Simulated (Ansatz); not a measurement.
ZnSiP2:

```
Zn P Si
1.0
    -2.68670    2.68670    5.23003
     2.68670   -2.68670    5.23003
     2.68670    2.68670   -5.23003
Zn P Si
2 4 2
Direct
  0.75000 0.25000 0.50000
  0.00000 0.00000 0.00000
  0.14230 0.62500 0.01730
  0.60770 0.12500 0.98270
  0.87500 0.85770 0.48270
  0.37500 0.39230 0.51730
  0.25000 0.75000 0.50000
  0.50000 0.50000 0.00000
```

The cell is a database's computed one.

Base run:

* Program: Ansatz 0.2.0
* Functional: revPBE
* Potentials or basis: Ansatz PAW
* Cutoff: 420 eV (not typed: the program's choice for these potentials)
* k mesh: 5 × 5 × 5
* Occupations: fermi-dirac, width 0.05 eV
* Spin: no spin polarisation

Its results: band gap on the k mesh 1.37 eV, direct; pressure 3.7 GPa; largest force 0.015 eV/Å.

Q: The run is repeated on the same cell with these changes: functional from revPBE to BLYP. What comes out?

A: Band gap on the k mesh 1.51 eV, direct; pressure 6.1 GPa; largest force 0.010 eV/Å.

Caveats: the PAW data sets come from PBE, with cores solved anew for the run's functional, which leaves a small shift of forces and pressure.
